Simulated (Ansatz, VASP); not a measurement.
One calculation of TaN, two programs

Contents of INCAR:

```
SYSTEM = TaN
PREC = Accurate ; ENCUT = 520
EDIFF = 1E-6 ; ISMEAR = 0
SIGMA = 0.1 ; LREAL = .FALSE.
LASPH = .TRUE. ; NELM = 60
ALGO = Normal ; ISIF = 2
LWAVE = .FALSE. ; LCHARG = .FALSE.
GGA = PE ; NBANDS = 15
```

File KPOINTS:

```
regular mesh
0
G
  16 16 16
  0 0 0
```

POSCAR

```
TaN
1.0
    0.0000000000      2.2305038683      2.2305038683
    2.2305038683      0.0000000000      2.2305038683
    2.2305038683      2.2305038683      0.0000000000
Ta N
1 1
Direct
    0.5000000000      0.5000000000      0.5000000000
    0.0000000000      0.0000000000      0.0000000000
```

Input for Ansatz:

```yaml
crystal:
  lattice:
    - [0.0, 2.2305038683, 2.2305038683]
    - [2.2305038683, 0.0, 2.2305038683]
    - [2.2305038683, 2.2305038683, 0.0]
  atoms:
    - { symbol: Ta, position: [0.5, 0.5, 0.5] }
    - { symbol: "N", position: [0.0, 0.0, 0.0] }
basis:
  ecutwfc: 420
kpoints:
  mp_grid: { grid: [16, 16, 16] }
hamiltonian:
  xc: pbe
scf:
  occupations: { method: gaussian, width: 0.1 }
output:
  forces: true
  stress: true
  eigenvalues: true
```

Alike in both runs: task single point; functional PBE; k mesh 16 × 16 × 16; occupations gaussian, width 0.1 eV; no spin polarisation.

```csv
,VASP,Ansatz
version,VASP 6.6.1,Ansatz 0.2.0
potentials or method,"VASP PAW PBE potentials, release 64 (Ta_pv, N)","scalar-relativistic, plane waves, PAW"
plane-wave cutoff (eV),520,420
valence electrons in the cell,16,18
```

Ansatz gave:

| Quantity | Value |
| --- | --- |
| gap on the k mesh at the Fermi level (eV) | none |
| pressure (GPa) | -9.1 |

Q: Estimate VASP's values.

A: gap on the k mesh at the Fermi level (eV): none; pressure (GPa): -8.4.

A gap of «none» marks a metal or a gap that the smearing closes. The functional is the same, so the differences come from potentials, cutoffs and numerics. The two sets of potentials don't hold the same shells in valence.

The runs have no spin-orbit coupling, so splittings on Ta are missing.
